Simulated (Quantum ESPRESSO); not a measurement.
CaO in Quantum ESPRESSO: the effect of functional

Crystal: CaO.

```
CELL_PARAMETERS angstrom
0.00000 2.40356 2.40356
2.40356 0.00000 2.40356
2.40356 2.40356 0.00000
ATOMIC_POSITIONS crystal
Ca 0.00000 0.00000 0.00000
O 0.50000 0.50000 0.50000
```

The cell is a database's computed one.

Alike in all runs:

* Program: Quantum ESPRESSO 7.5
* Task: dielectric tensor
* Cutoff: 1143 eV
* Density cutoff: 4572 eV
* k mesh: 8 × 8 × 8, shifted
* Occupations: fermi-dirac, width 0.05 eV
* Spin: no spin polarisation

```csv
functional,potentials or basis,pressure (GPa),dielectric constant (mean)
LDA,PseudoDojo 0.4.1 SR LDA standard,-7.3,3.83
PBE,PseudoDojo 0.4.1 SR PBE standard,1.3,3.78
PBEsol,PseudoDojo 0.4.1 SR PBEsol standard,-3.0,3.83
WC,PseudoDojo 0.4.1 SR PBE standard,-2.8,3.83
BLYP,PseudoDojo 0.4.1 SR PBE standard,4.3,3.69
AM05,PseudoDojo 0.4.1 SR PBE standard,?,?
```

What does the run with functional AM05 give?

Pressure -1.9 GPa; dielectric constant 3.82 mean.

Caveats: the cell is more than 3 GPa from zero pressure, which shifts response properties (some runs); the potentials were made for another functional, which shifts forces and pressure (some runs).
